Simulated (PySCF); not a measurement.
Runs of PySCF 2.14.0 on CdSe. It takes space group F-43m (No. 216, cubic). The conventional cell has a = 6.141 Å, b = 6.141 Å, c = 6.141 Å, α = 90.00°, β = 90.00°, γ = 90.00°. Cd (site symmetry -43m) is surrounded by 4 Se at 2.66 Å. Around Se (site symmetry -43m) lie 4 Cd at 2.66 Å. Measurements of this composition are mostly on another form, of space group No. 186.

| task | level | potentials or basis | k mesh | smearing | symmetry | density cutoff | band path | potentials | conv_tol | mesh quality | gap on the mesh (eV) | V0 of scaled cells (Å³/atom) | B0 (GPa) |
| --- | --- | --- | --- | --- | --- | --- | --- | --- | --- | --- | --- | --- | --- |
| band structure | PBEsol | DZVP-MOLOPT-SR/GTH-PBE (potentials made for PBE) | 2 × 2 × 2 | fermi-dirac 0.05 eV | yes | 78 Ha | GXWKGLUWLK,UX | Cd GTH-PBE-q12, Se GTH-PBE-q6 | 1e-07 Ha | coarse | 0.22 | - | - |
| density of states | PBE | DZVP-MOLOPT-SR/GTH-PBE (potentials made for PBE) | 8 × 8 × 8 | fermi-dirac 0.05 eV | yes | 78 Ha | - | Cd GTH-PBE-q12, Se GTH-PBE-q6 | 1e-07 Ha | not flagged | 0.55 | - | - |
| equation of state | PBE | DZVP-MOLOPT-SR/GTH-PBE (potentials made for PBE) | 4 × 4 × 4 | fermi-dirac 0.05 eV | yes | 78 Ha | - | Cd GTH-PBE-q12, Se GTH-PBE-q6 | - | coarse | - | 30.33 | 43 |
| atomic charges | PBEsol | DZVP-MOLOPT-HYB/GTH-HYB (UZH) (potentials made for PBE0) | 2 × 2 × 2 | fixed | - | 75 Ha | - | Cd GTH-HYB-q12, Se GTH-HYB-q6 | 1e-07 Ha | coarse | 0.36 | - | - |
| dielectric tensor | PBE | DZVP-MOLOPT-SR/GTH-PBE (potentials made for PBE) | 4 × 4 × 4 | fermi-dirac 0.05 eV | yes | 78 Ha | - | Cd GTH-PBE-q12, Se GTH-PBE-q6 | 1e-07 Ha | coarse | (b) | - | - |
| atomic charges | HF | DZVP-MOLOPT-HYB/GTH-HYB (UZH) (potentials made for PBE0) | 2 × 2 × 2 | fixed | - | 75 Ha | - | Cd GTH-HYB-q12, Se GTH-HYB-q6 | 1e-07 Ha | coarse | (a) | - | - |
| atomic charges | r2SCAN0 | DZVP-MOLOPT-HYB/GTH-HYB (UZH) (potentials made for PBE0) | 2 × 2 × 2 | fixed | - | 75 Ha | - | Cd GTH-HYB-q12, Se GTH-HYB-q6 | 1e-07 Ha | coarse | 2.40 | - | - |
| atomic charges | B3LYP | DZVP-MOLOPT-HYB/GTH-HYB (UZH) (potentials made for PBE0) | 2 × 2 × 2 | fixed | - | 75 Ha | - | Cd GTH-HYB-q12, Se GTH-HYB-q6 | 1e-07 Ha | coarse | 1.96 | - | - |
| equation of state | PBEsol | DZVP-MOLOPT-SR/GTH-PBE (potentials made for PBE) | 4 × 4 × 4 | fermi-dirac 0.05 eV | yes | 78 Ha | - | Cd GTH-PBE-q12, Se GTH-PBE-q6 | - | coarse | - | 28.98 | 51 |
| band structure | LDA | DZVP-MOLOPT-SR/GTH-PBE (potentials made for PBE) | 2 × 2 × 2 | fermi-dirac 0.05 eV | yes | 78 Ha | GXWKGLUWLK,UX | Cd GTH-PBE-q12, Se GTH-PBE-q6 | 1e-07 Ha | coarse | 0.09 | - | - |
| atomic charges | PBE | DZVP-MOLOPT-HYB/GTH-HYB (UZH) (potentials made for PBE0) | 2 × 2 × 2 | fixed | - | 75 Ha | - | Cd GTH-HYB-q12, Se GTH-HYB-q6 | 1e-07 Ha | coarse | 0.53 | - | - |

Alike in all rows: no spin polarisation; cell as given.

Task: Fill in the values left out.

Result: (a) 2.61; (b) 0.54.

Caveats: some runs use coarse meshes; the basis of atomic orbitals isn't converged, which shifts pressures, moduli and gaps; the potentials were made for another functional, which shifts forces and pressure (some runs); on so small a mesh gaps with full-range exact exchange can be off by tenths of an eV to over 1 eV (some runs); meta-GGAs need a finer uniform grid than this (some runs).

A k mesh can miss the band edges, and the runs leave out spin-orbit coupling on Cd, Se.

Not every run made on this cell is shown here.
